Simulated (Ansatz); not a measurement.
A run of Ansatz 0.2.0:

Contents of input.yaml:

```yaml
crystal:
  lattice:
    - [0.0, 2.3656004428, 3.9098401324]
    - [2.1922454667, 0.0, 3.9098401324]
    - [2.1922454667, 2.3656004428, 0.0]
  atoms:
    - { symbol: I, position: [0.0, 0.0, 0.0] }
hamiltonian:
  xc: b3lyp
  pseudopotentials: { kind: paw }
kpoints:
  mp_grid: { grid: [5, 5, 5] }
scf:
  occupations: { method: fermi_dirac, width: 0.05 }
output:
  forces: true
  stress: true
relax:
  f_tol: 0.01
  max_steps: 40
  cell: { stress_tol: 0.05 }
```

Potentials or basis: Ansatz PAW.

The run is started by

```console
$ ansatz run input.yaml --threads 2 --pin off --max-ram 5632MiB --backend cpu --events-out ev --progress --plain --runs-dir out
```

Hardware: 2 threads of Intel(R) Xeon(R) Processor @ 2.70GHz (shared host).

Question: Estimate the wall time of this run.

Answer: Run time: 15 min on 2 threads of Intel(R) Xeon(R) Processor @ 2.70GHz, with other jobs on the host, peak memory 1.4 GiB. Counts: scf iterations 359, plane waves 1237, k points 27, bands 13, ion steps 23.
